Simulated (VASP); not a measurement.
# CdSe (F-43m) in VASP: notebook

One crystal, CdSe, is run at these levels: PBE+D3(BJ), PBEsol; tasks: relaxation of cell and atoms.

All numbers are computed with VASP 6.6.1; they aren't measurements. Logs are shortened: lines on timing, memory, paths and dates and some standing lists are left out, and cuts for length are marked.

### Step 1. The crystal as given

It takes space group F-43m (No. 216, cubic). The conventional cell has a = 6.141 Å, b = 6.141 Å, c = 6.141 Å, α = 90.00°, β = 90.00°, γ = 90.00°. Around Cd (site symmetry -43m) lie 4 Se at 2.66 Å. Around Se (site symmetry -43m) lie 4 Cd at 2.66 Å.

Measurements of this composition are mostly on another form, of space group No. 186.

### Step 2. Relaxation of cell and atoms, PBE+D3(BJ)

The input, INCAR:

```
PREC = Accurate
ENCUT = 600
EDIFF = 1E-7
ISMEAR = 0
SIGMA = 0.02
LREAL = F
LASPH = T
NELM = 80
ALGO = Normal
ISIF = 3
LWAVE = F
LCHARG = F
GGA = PE
IVDW = 12
IBRION = 2
NSW = 90
EDIFFG = -0.005
```

The input, KPOINTS:

```
regular mesh
0
Gamma
  10 10 10
```

The input, POSCAR:

```
CdSe
1.0
    0.0000000000      3.0702712000      3.0702712000
    3.0702712000      0.0000000000      3.0702712000
    3.0702712000      3.0702712000      0.0000000000
Cd Se
1 1
Direct
    0.0000000000      0.0000000000      0.0000000000
    0.2500000000      0.2500000000      0.2500000000
```

Potentials or basis: VASP PAW PBE potentials, release 64 (Cd, Se).

On the command line:

```console
cat potpaw_PBE.64/Cd/POTCAR potpaw_PBE.64/Se/POTCAR > POTCAR
mpirun -np 1 vasp_std > vasp.out
```

OUTCAR:

```text
PREC = Accurate
   ENCUT = 600
   EDIFF = 1E-7
   ISMEAR = 0
   LREAL = F
   LASPH = T
   NELM = 80
   ISIF = 3
   GGA = PE
   IVDW = 12
   IBRION = 2
   NSW = 90
   EDIFFG = -0.005
 IVDW          = 12

 ion  position               nearest neighbor table
   1  0.000  0.000  0.000-   2 2.66   2 2.66   2 2.66   2 2.66
   2  0.250  0.250  0.250-   1 2.66   1 2.66   1 2.66   1 2.66

  LATTYP: Found a face centered cubic cell.
 ALAT       =     6.1405424000

  Lattice vectors:

 A1 = (   0.0000000000,   3.0702712000,   3.0702712000)
 A2 = (   3.0702712000,   0.0000000000,   3.0702712000)
 A3 = (   3.0702712000,   3.0702712000,   0.0000000000)

Analysis of symmetry for initial positions (statically):
=====================================================================
 Subroutine PRICEL returns:
 Original cell was already a primitive cell.

 Routine SETGRP: Setting up the symmetry group for a
 face centered cubic supercell.

 Subroutine GETGRP returns: Found 24 space group operations
 (whereof 24 operations were pure point group operations)
 out of a pool of 48 trial point group operations.

The static configuration has the point symmetry T_d .

Analysis of symmetry for dynamics (positions and initial velocities):
=====================================================================
 Subroutine PRICEL returns:
 Original cell was already a primitive cell.

 Routine SETGRP: Setting up the symmetry group for a
 face centered cubic supercell.

 Subroutine GETGRP returns: Found 24 space group operations
 (whereof 24 operations were pure point group operations)
 out of a pool of 48 trial point group operations.

The dynamic configuration has the point symmetry T_d .

 Subroutine INISYM returns: Found 24 space group operations
 (whereof 24 operations are pure point group operations),
 and found     1 'primitive' translations

----------------------------------------------------------------------------------------

                                     Primitive cell

  volume of cell :      57.8842

  direct lattice vectors                    reciprocal lattice vectors
     0.000000000  3.070271200  3.070271200    -0.162852063  0.162852063  0.162852063
     3.070271200  0.000000000  3.070271200     0.162852063 -0.162852063  0.162852063
     3.070271200  3.070271200  0.000000000     0.162852063  0.162852063 -0.162852063

  length of vectors
     4.342019171  4.342019171  4.342019171     0.282068048  0.282068048  0.282068048

  position of ions in fractional coordinates (direct lattice)
     0.000000000  0.000000000  0.000000000
     0.250000000  0.250000000  0.250000000

  ion indices of the primitive-cell ions
   primitive index   ion index
                 1           1
                 2           2

----------------------------------------------------------------------------------------

 KPOINTS: regular mesh

Automatic generation of k-mesh.
 Grid dimensions read from file:
 generate k-points for:   10   10   10

 Generating k-lattice:

  Cartesian coordinates                     Fractional coordinates (reciprocal lattice)
    -0.016285206  0.016285206  0.016285206     0.100000000  0.000000000  0.000000000
     0.016285206 -0.016285206  0.016285206     0.000000000  0.100000000  0.000000000
     0.016285206  0.016285206 -0.016285206     0.000000000  0.000000000  0.100000000

  Length of vectors
     0.028206805  0.028206805  0.028206805

  Shift w.r.t. Gamma in fractional coordinates (k-lattice)
     0.000000000  0.000000000  0.000000000

 Subroutine IBZKPT returns following result:
 ===========================================

 Found     47 irreducible k-points:

 Following reciprocal coordinates:
            Coordinates               Weight
  0.000000  0.000000  0.000000      1.000000
  0.100000  0.000000  0.000000      8.000000
  0.200000  0.000000  0.000000      8.000000
  0.300000  0.000000  0.000000      8.000000
  0.400000  0.000000  0.000000      8.000000
  0.500000  0.000000  0.000000      4.000000
[... 16 lines left out ...]
  0.300000  0.300000  0.000000      6.000000
  0.400000  0.300000  0.000000     24.000000
 [... further k-points ...]
   k-points           NKPTS =     47   k-points in BZ     NKDIM =     47   number of bands    NBANDS=     13
   number of dos      NEDOS =    301   number of ions     NIONS =      2
   total plane-waves  NPLWV =  46656
   dimension x,y,z NGX =    36 NGY =   36 NGZ =   36
   dimension x,y,z NGXF=    72 NGYF=   72 NGZF=   72
   ions per type =               1   1
   NGX,Y,Z   is equivalent  to a cutoff of  13.78, 13.78, 13.78 a.u.
   NGXF,Y,Z  is equivalent  to a cutoff of  27.57, 27.57, 27.57 a.u.
 SYSTEM =  unknown system
   PREC   = accura    normal or accurate (medium, high low for compatibility)
   ISTART =      0    job   : 0-new  1-cont  2-samecut
   ICHARG =      2    charge: 1-file 2-atom 10-const
   ISPIN  =      1    spin polarized calculation?
   LNONCOLLINEAR =      F non collinear calculations
   LSORBIT =      F    spin-orbit coupling
   LASPH  =      T    aspherical Exc in radial PAW
   ENCUT  =  600.0 eV  44.10 Ry    6.64 a.u.   8.67  8.67  8.67*2*pi/ulx,y,z
   NELM   =     80;   NELMIN=  2; NELMDL= -5     # of ELM steps
   EDIFF  = 0.1E-06   stopping-criterion for ELM
   LREAL  =      F    real-space projection
   EDIFFG = -.5E-02   stopping-criterion for IOM
   NSW    =     90    number of steps for IOM
   IBRION =      2    ionic relax: 0-MD 1-quasi-New 2-CG
   NFREE  =      1    steps in history (QN), initial steepest desc. (CG)
   ISIF   =      3    stress and relaxation
   ISYM   =      2    0-nonsym 1-usesym 2-fastsym
   POTIM  = 0.5000    time-step for ionic-motion
   TEBEG  =    0.0;   TEEND  =   0.0 temperature during run
   PSTRESS=    0.0 pullay stress
   NELECT =      18.0000    total number of electrons
   NUPDOWN=      -1.0000    fix difference up-down
   EMIN   =  10.00;   EMAX   =-10.00  energy-range for DOS
   EFERMI =   0.00;   METHOD = LEGACY
   ISMEAR =     0;   SIGMA  =   0.02  broadening in eV -4-tet -1-fermi 0-gaus
   EFERMI_NEDOS =   21; number of points for ismear=-14 and -15
   IALGO  =     38    algorithm
   IMIX   =      4    mixing-type and parameters
     AMIX     =   0.40;   BMIX     =  1.00
     AMIX_MAG =   1.60;   BMIX_MAG =  1.00
  volume/ion in A,a.u.               =      28.94       195.31
  Fermi-wavevector in a.u.,A,eV,Ry     =   1.109121  2.095935 16.737199  1.230149
  Thomas-Fermi vector in A             =   2.245657
   LORBIT       =      0    0 simple, 1 ext, 2 COOP (PROOUT), +10 PAW based schemes
   GGA     = PE    functional components
   LHFCALC =     F    Hartree Fock is set to
   AEXX    =    0.0000 exact exchange contribution
   IVDW    =    12    specifies the selected vdW correction
   LEPSILON=     F    determine dielectric tensor
   LRPA    =     F    only Hartree local field effects (RPA)
 conjugate gradient relaxation of ions
 non-spin polarized calculation
 Gauss-broadening in eV      SIGMA  =   0.02
  energy-cutoff  :      600.00
  volume of cell :       57.88
 maximum number of plane-waves:      1964
   NGX = 17   NGY = 17   NGZ = 17

--------------------------------------- Ionic step        1  -------------------------------------------

 number of electron      17.9999997 magnetization

 Free energy of the ion-electron system (eV)
  ---------------------------------------------------
  ext. energy  EPLUGINS =         0.00000000
  ---------------------------------------------------
  free energy    TOTEN  =        -5.49078764 eV

  energy without entropy =       -5.49078764  energy(sigma->0) =       -5.49078764

------------------------ aborting loop because EDIFF is reached ----------------------------------------

 Edisp (eV)   -0.61690

 E8    (eV) :    -0.2634

  FORCE on cell =-STRESS in cart. coord.  units (eV):
  Direction    XX          YY          ZZ          XY          YZ          ZX
  --------------------------------------------------------------------------------------
  -------------------------------------------------------------------------------------
  Total      -0.16360    -0.16360    -0.16360    -0.00000     0.00000     0.00000
  in kB      -4.52829    -4.52829    -4.52829    -0.00000     0.00000     0.00000
  external pressure =       -4.53 kB  Pullay stress =        0.00 kB
[... 61 lines left out ...]
  energy  without entropy=       -6.1083836834  energy(sigma->0) =       -6.10838368

--------------------------------------- Ionic step        3  -------------------------------------------

 number of electron      17.9999997 magnetization

 Free energy of the ion-electron system (eV)
  ---------------------------------------------------
  ext. energy  EPLUGINS =         0.00000000
  ---------------------------------------------------
  free energy    TOTEN  =        -5.48494203 eV

  energy without entropy =       -5.48494203  energy(sigma->0) =       -5.48494203

 E-fermi :   0.9274     XC(G=0):  -8.7978

 val. band max:        0.7892143720   @ k =   0.0000   0.0000   0.0000
 cond. band min:       1.3585644728   @ k =   0.0000   0.0000   0.0000
 fundamental gap:      0.5693501007
 Fermi energy:         0.9274389689

 k-point     1 :       0.0000    0.0000    0.0000
  band No.  band energies     occupation
      1     -11.6975      2.00000
      2      -7.0815      2.00000
      3      -7.0815      2.00000
      4      -7.0815      2.00000
      5      -6.7275      2.00000
      6      -6.7275      2.00000
      7       0.7892      2.00000
      8       0.7892      2.00000
      9       0.7892      2.00000
     10       1.3586      0.00000
     11       6.7241      0.00000
     12       6.7241      0.00000
     13       6.7241      0.00000
[... 353 lines left out ...]
 k-point    24 :       0.4000    0.3000    0.0000
  band No.  band energies     occupation
      1     -11.3212      2.00000
      2      -6.9216      2.00000
      3      -6.8972      2.00000
      4      -6.8509      2.00000
      5      -6.6856      2.00000
      6      -6.5669      2.00000
      7      -2.6564      2.00000
      8      -0.8023      2.00000
      9      -0.6440      2.00000
     10       4.3945      0.00000
     11       4.8408      0.00000
     12       8.3328      0.00000
     13       9.3409      0.00000

 [... further k-points ...]

------------------------ aborting loop because EDIFF is reached ----------------------------------------

 Edisp (eV)   -0.62350

 E8    (eV) :    -0.2663

  FORCE on cell =-STRESS in cart. coord.  units (eV):
  Direction    XX          YY          ZZ          XY          YZ          ZX
  --------------------------------------------------------------------------------------
  -------------------------------------------------------------------------------------
  Total      -0.00078    -0.00078    -0.00078     0.00000    -0.00000    -0.00000
  in kB      -0.02185    -0.02185    -0.02185     0.00000    -0.00000    -0.00000
  external pressure =       -0.02 kB  Pullay stress =        0.00 kB
[... 17 lines left out ...]
  FREE ENERGIE OF THE ION-ELECTRON SYSTEM (eV)
  ---------------------------------------------------
  free  energy   TOTEN  =        -6.1084461681 eV

  energy  without entropy=       -6.1084461681  energy(sigma->0) =       -6.10844617

 reached required accuracy - stopping structural energy minimisation
```

Wall time 33 s (1 thread of Intel Xeon 6975P-C (Granite Rapids), shared host); peak memory 0.25 GiB.

Results:

- Free energy: -6.1084 eV
- Relaxed volume: 28.68 Å³/atom
- Relaxed cell: a = 4.329 Å, b = 4.329 Å, c = 4.329 Å, α = 60.00°, β = 60.00°, γ = 60.00°
- Space group after relaxing (to 0.05 Å): F-43m (No. 216)
- Energy gained by relaxing: 0.4 meV/atom
- Ionic steps: 3
- Pressure after relaxing: 0.0 GPa
- Band gap on the k mesh: 0.57 eV, direct
- Dispersion energy per atom: -0.312 eV

The path:
```csv
step,energy change (eV),largest force (eV/Å),pressure (GPa),volume (Å³)
1,0.0000,0.0000,-0.45,57.88
2,-0.0007,0.0000,0.14,57.20
3,-0.0008,0.0000,0.00,57.35
```

Final structure:
```
Cd Se
1.0
     0.00000    3.06086    3.06086
     3.06086    0.00000    3.06086
     3.06086    3.06086    0.00000
Cd Se
1 1
Cartesian
  0.0000 0.0000 0.0000
  1.5304 1.5304 1.5304
```

### Step 3. Relaxation of cell and atoms, PBEsol

Edit INCAR of step 2 so:

```diff
@@ -1,3 +1,3 @@
 PREC = Accurate
-ENCUT = 600
+ENCUT = 300
 EDIFF = 1E-7
@@ -12,4 +12,3 @@
 LCHARG = F
-GGA = PE
-IVDW = 12
+GGA = PS
 IBRION = 2
```

KPOINTS is that of step 2.

POSCAR is that of step 2.

Potentials or basis: VASP PAW PBE potentials, release 64 (Cd, Se).

On the command line:

```console
cat potpaw_PBE.64/Cd/POTCAR potpaw_PBE.64/Se/POTCAR > POTCAR
mpirun -np 1 vasp_std > vasp.out
```

It took 20 s on 1 thread of Intel Xeon 6975P-C (Granite Rapids), shared host; peak memory 0.16 GiB.

These settings aren't checked as converged: the numbers below hold their error.

What came out:

- Free energy: -6.1766 eV
- Relaxed volume: 28.29 Å³/atom
- Relaxed cell: a = 4.309 Å, b = 4.309 Å, c = 4.309 Å, α = 60.00°, β = 60.00°, γ = 60.00°
- Space group after relaxing (to 0.05 Å): F-43m (No. 216)
- Energy gained by relaxing: 2.4 meV/atom
- Ionic steps: 3
- Band gap on the k mesh: 0.47 eV, direct

Caveat: the cutoff is under 1.25 times the usual one of these potentials, so pressure, stress and relaxed cells hold a basis-set (Pulay) error; the PAW data sets were made with another functional, which shifts forces and pressure a little.

### Step 4. Relaxation of cell and atoms, PBEsol

Edit INCAR of step 3 so:

```diff
@@ -1,3 +1,3 @@
 PREC = Accurate
-ENCUT = 300
+ENCUT = 600
 EDIFF = 1E-7
```

The input, KPOINTS:

```
regular mesh
0
Gamma
  4 4 4
```

POSCAR is that of step 3.

Potentials or basis: VASP PAW PBE potentials, release 64 (Cd, Se).

On the command line:

```console
cat potpaw_PBE.64/Cd/POTCAR potpaw_PBE.64/Se/POTCAR > POTCAR
mpirun -np 1 vasp_std > vasp.out
```

OUTCAR:

```text
PREC = Accurate
   ENCUT = 600
   EDIFF = 1E-7
   ISMEAR = 0
   LREAL = F
   LASPH = T
   NELM = 80
   ISIF = 3
   GGA = PS
   IBRION = 2
   NSW = 90
   EDIFFG = -0.005

 ion  position               nearest neighbor table
   1  0.000  0.000  0.000-   2 2.66   2 2.66   2 2.66   2 2.66
   2  0.250  0.250  0.250-   1 2.66   1 2.66   1 2.66   1 2.66

  LATTYP: Found a face centered cubic cell.
 ALAT       =     6.1405424000

  Lattice vectors:

 A1 = (   0.0000000000,   3.0702712000,   3.0702712000)
 A2 = (   3.0702712000,   0.0000000000,   3.0702712000)
 A3 = (   3.0702712000,   3.0702712000,   0.0000000000)

Analysis of symmetry for initial positions (statically):
=====================================================================
 Subroutine PRICEL returns:
 Original cell was already a primitive cell.

 Routine SETGRP: Setting up the symmetry group for a
 face centered cubic supercell.

 Subroutine GETGRP returns: Found 24 space group operations
 (whereof 24 operations were pure point group operations)
 out of a pool of 48 trial point group operations.

The static configuration has the point symmetry T_d .

[... 137 lines left out ...]
 number of electron      17.9999997 magnetization

 Free energy of the ion-electron system (eV)
  ---------------------------------------------------
  ext. energy  EPLUGINS =         0.00000000
  ---------------------------------------------------
  free energy    TOTEN  =        -6.12185620 eV

  energy without entropy =       -6.12185620  energy(sigma->0) =       -6.12185620

------------------------ aborting loop because EDIFF is reached ----------------------------------------

  FORCE on cell =-STRESS in cart. coord.  units (eV):
  Direction    XX          YY          ZZ          XY          YZ          ZX
  --------------------------------------------------------------------------------------
  -------------------------------------------------------------------------------------
  Total       -0.3465205     -0.3465205     -0.3465205      0.0000000      0.0000000      0.0000000
  in kB       -9.5913415     -9.5913415     -9.5913415      0.0000000      0.0000000      0.0000000
  external PRESSURE =      -9.5913415 kB  Pullay stress =       0.0000000 kB
[... 59 lines left out ...]
--------------------------------------- Ionic step        3  -------------------------------------------

 number of electron      17.9999997 magnetization

 Free energy of the ion-electron system (eV)
  ---------------------------------------------------
  ext. energy  EPLUGINS =         0.00000000
  ---------------------------------------------------
  free energy    TOTEN  =        -6.12522413 eV

  energy without entropy =       -6.12522413  energy(sigma->0) =       -6.12522413

 E-fermi :   0.8632     XC(G=0):  -9.0447

 val. band max:        0.7696443895   @ k =   0.0000   0.0000   0.0000
 cond. band min:       1.2172109273   @ k =   0.0000   0.0000   0.0000
 fundamental gap:      0.4475665378
 Fermi energy:         0.8631992597

 k-point     1 :       0.0000    0.0000    0.0000
  band No.  band energies     occupation
      1     -11.7966      2.00000
      2      -7.1432      2.00000
      3      -7.1432      2.00000
      4      -7.1432      2.00000
      5      -6.7751      2.00000
      6      -6.7751      2.00000
      7       0.7696      2.00000
      8       0.7696      2.00000
      9       0.7696      2.00000
     10       1.2172      0.00000
     11       6.6011      0.00000
     12       6.6011      0.00000
     13       6.6011      0.00000
[... 139 lines left out ...]
  FREE ENERGIE OF THE ION-ELECTRON SYSTEM (eV)
  ---------------------------------------------------
  free  energy   TOTEN  =        -6.1252241329 eV

  energy  without entropy=       -6.1252241329  energy(sigma->0) =       -6.12522413

 reached required accuracy - stopping structural energy minimisation
```

Run time: 11 s. Hardware: 1 thread of Intel Xeon 6975P-C (Granite Rapids), shared host; peak memory 0.21 GiB.

What came out:

| Property | Result |
| --- | --- |
| Free energy | -6.1252 eV |
| Relaxed volume | 28.39 Å³/atom |
| Relaxed cell | a = 4.314 Å, b = 4.314 Å, c = 4.314 Å, α = 60.00°, β = 60.00°, γ = 60.00° |
| Space group after relaxing (to 0.05 Å) | F-43m (No. 216) |
| Energy gained by relaxing | 1.7 meV/atom |
| Ionic steps | 3 |
| Pressure after relaxing | 0.0 GPa |
| Band gap on the k mesh | 0.45 eV, direct |

Step by step:
```
step  energy change (eV)  largest force (eV/Å)  pressure (GPa)  volume (Å³)
   1              0.0000                0.0000           -0.96        57.88
   2             -0.0031                0.0000            0.31        56.44
   3             -0.0034                0.0000            0.00        56.78
```

Final structure:
```
Cd Se
1.0
     0.00000    3.05056    3.05056
     3.05056    0.00000    3.05056
     3.05056    3.05056    0.00000
Cd Se
1 1
Direct
  0.00000 0.00000 0.00000
  0.25000 0.25000 0.25000
```

Caveat: the k mesh is coarse (spacing up to 0.44 Å⁻¹), so the values aren't converged; the PAW data sets were made with another functional, which shifts forces and pressure a little. PBEsol gaps usually lie below the measured ones, often by a third to a half.
